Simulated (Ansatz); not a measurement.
# ZnSiP2 (ordering on zincblende): zone-centre phonons and dielectric response

Perturbation theory with PBEsol in Ansatz on the PBEsol cell, ground state and force constants on a 6×6×6 mesh. All values are calculated for a non-magnetic cell, which may be hypothetical.

It is tetragonal, I-42d (No. 122); conventional cell a = 5.353 Å, c = 10.446 Å, 18.71 Å³ an atom. Zn is surrounded by 4 P at 2.35 Å; P is surrounded by 2 Si at 2.25 Å and 2 Zn at 2.35 Å; Si is surrounded by 4 P at 2.25 Å.

```
Zn P Si
1.0
    -2.67642    2.67642    5.22310
     2.67642   -2.67642    5.22310
     2.67642    2.67642   -5.22310
Zn P Si
2 4 2
Direct
  0.00000 0.00000 0.00000
  0.75000 0.25000 0.50000
  0.37500 0.38954 0.51454
  0.13954 0.62500 0.01454
  0.87500 0.86046 0.48546
  0.61046 0.12500 0.98546
  0.50000 0.50000 0.00000
  0.25000 0.75000 0.50000
```

Optical modes without the longitudinal term:

| ω (cm⁻¹) | degeneracy | IR intensity, summed over the level ((D/Å)²/amu) |
| --- | --- | --- |
| 100 | 2 | 0.00 |
| 130 | 1 | 0.00 |
| 143 | 1 | 0.00 |
| 179 | 2 | 0.76 |
| 256 | 2 | 1.74 |
| 322 | 1 | 0.00 |
| 323 | 1 | 0.00 |
| 328 | 2 | 3.96 |
| 332 | 1 | 0.00 |
| 344 | 1 | 6.69 |
| 378 | 1 | 0.00 |
| 454 | 2 | 3.83 |
| 460 | 1 | 0.00 |
| 482 | 2 | 28.56 |
| 483 | 1 | 13.98 |

All optical modes at Γ are real, from 100 to 483 cm⁻¹ without the longitudinal term; this says nothing of other wave vectors. With the long-range field the highest mode reaches 503 cm⁻¹. The program warns that the force constants, and all that is formed from them, aren't settled on this k mesh. Of the real levels 9 are infrared active, the strongest at 482 cm⁻¹.

ε∞: 10.79 along x and y, 10.93 along z. With the ions relaxed, ε⁰ is 12.4 along x and y, 12.6 along z. Born charges, averaged over directions: Zn +1.55, P -1.86, Si +2.17 e.

For comparison, on the r2SCAN cell the mean ε∞ is 10.52 with PBE (ground state on 6×6×6; least gap 1.31 eV).
